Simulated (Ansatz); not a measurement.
Runs of Ansatz 0.2.0 on Ni. The structure is cubic, space group Fm-3m (No. 225). The conventional cell has a = 3.475 Å, b = 3.475 Å, c = 3.475 Å, α = 90.00°, β = 90.00°, γ = 90.00°. Around Ni (site symmetry m-3m) lie 12 Ni at 2.46 Å. 

```csv
task,potentials or basis,cell,cutoff (eV),points for each segment of the path,target pressure (GPa),gap on the mesh (eV),pressure (GPa),moment (μB)
band structure,Ansatz NC,as given,1400,14,-,none,8.0,0.64
relaxation of cell and atoms,Ansatz PAW,relaxed to 5 GPa,420,-,5,none,5.0,0.63
band structure,Ansatz PAW,as given,420,14,-,none,8.1,0.63
relaxation of cell and atoms,Ansatz PAW,relaxed to 10 GPa,420,-,10,none,10.0,0.63
band structure,Ansatz PAW earlier set,as given,920,14,-,none,8.1,0.63
relaxation of cell and atoms,Ansatz PAW,relaxed to 2 GPa,420,-,2,none,2.0,0.63
band structure,SPMS NC,as given,925,14,-,none,8.0,0.62
band structure,Ansatz PAW earlier set,as given,1080,14,-,none,8.1,0.63
band structure,JTH PAW,as given,2400,14,-,none,(a),0.63
band structure,PseudoDojo stringent (PBE files),as given,1415,14,-,none,8.1,0.63
band structure,PseudoDojo standard (PBE files),as given,1333,14,-,none,8.1,0.63
relaxation of cell and atoms,Ansatz PAW,relaxed,420,-,0,none,0.0,0.63
```

Alike in all rows: level PBE; spin collinear, ferromagnetic start; k mesh 13 × 13 × 13; smearing fermi-dirac 0.05 eV.

Task: Fill in the values left out.

Result: (a) 9.4.

Caveats: the plane-wave basis is chosen anew once the cell has moved, so the energies of steps on either side of that aren't comparable (some runs).

A gap of «none» marks a metal or a gap under the smearing width.
